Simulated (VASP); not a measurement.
Here is a VASP 6.6.1 calculation.

The input INCAR:

```
SYSTEM = W
PREC = Accurate
ENCUT = 520
EDIFF = 1E-6
ISMEAR = 1
SIGMA = 0.1
LREAL = .FALSE.
LASPH = .TRUE.
NELM = 80
ALGO = Normal
ISIF = 2
LWAVE = .FALSE.
LCHARG = .FALSE.
LDIPOL = .TRUE.
IDIPOL = 3
DIPOL = 0.5 0.5 0.500
IBRION = 2
NSW = 80
EDIFFG = -0.02
KPAR = 4
```

Contents of KPOINTS:

```
Automatic mesh
0
G
  15 15 1
  0 0 0
```

POSCAR

```
W
1.0
    2.7200784100      0.0000000000      0.0000000000
   -0.9066928000      2.5645145200      0.0000000000
    0.0000000000      0.0000000000     26.1046735900
W
6
Direct
    0.5000000000      0.5000000000      0.2873048800
    0.0000000000      0.0000000000      0.3723829300
    0.5000000000      0.5000000000      0.4574609800
    0.0000000000      0.0000000000      0.5425390200
    0.5000000000      0.5000000000      0.6276170700
    0.0000000000      0.0000000000      0.7126951200
```

Potentials or basis: VASP PAW LDA potentials, release 64 (W_sv).

Command:

```bash
$ cat potpaw_LDA.64/W_sv/POTCAR > POTCAR
$ mpirun -np 4 vasp_std > vasp.out
```

Question: Predict the energy gained by relaxing.

Answer: 10.0 meV/atom.

Question: Predict the band gap on the k mesh.

Answer: None (metal or under the smearing width).

The path:
| step | energy change (eV) | largest force (eV/Å) | pressure (GPa) |
| --- | --- | --- | --- |
| 1 | 0.0000 | 0.7157 | -4.33 |
| 2 | -0.0477 | 0.2761 | -3.35 |
| 3 | -0.0477 | 0.2752 | -3.35 |
| 4 | -0.0534 | 0.1012 | -3.05 |
| 5 | -0.0534 | 0.1025 | -3.06 |
| 6 | -0.0554 | 0.0807 | -2.93 |
| 7 | -0.0590 | 0.0632 | -2.54 |
| 8 | -0.0594 | 0.0784 | -2.35 |
| 9 | -0.0588 | 0.1389 | -2.03 |
| 10 | -0.0598 | 0.0243 | -2.22 |
| 11 | -0.0598 | 0.0156 | -2.17 |

Spin-orbit coupling is left out, which matters for the levels of W.
